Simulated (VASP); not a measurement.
Runs of VASP 6.6.1 on Au. The structure is cubic, space group Pm-3m (No. 221). Conventional cell: a = 2.748 Å, b = 2.748 Å, c = 2.748 Å, α = 90.00°, β = 90.00°, γ = 90.00°. Au (site symmetry m-3m) has 6 Au at 2.75 Å as nearest neighbours. The cell was built by a generator and needn't be a form met in nature.

```tsv
task	level	cell	smearing	pressure (GPa)
band structure	PW91	as given	fermi-dirac 0.05 eV	0.6
band structure	PBE	as given	fermi-dirac 0.05 eV	0.0
relaxation of the atoms	PBEsol	atoms relaxed	methfessel-paxton 0.1 eV	-6.4
band structure	r2SCAN	as given	fermi-dirac 0.05 eV	(a)
band structure	PBEsol	as given	fermi-dirac 0.05 eV	-6.5
```

Alike in all rows: potentials or basis VASP PAW PBE potentials, release 64 (Au); no spin polarisation; k mesh 10 × 10 × 10; cutoff (eV) 520.

Q: Fill in the values left out.

A: (a) -3.0.

Caveats: the PAW data sets were made with another functional, which shifts forces and pressure a little (some runs).

Not every run made on this cell is shown here.
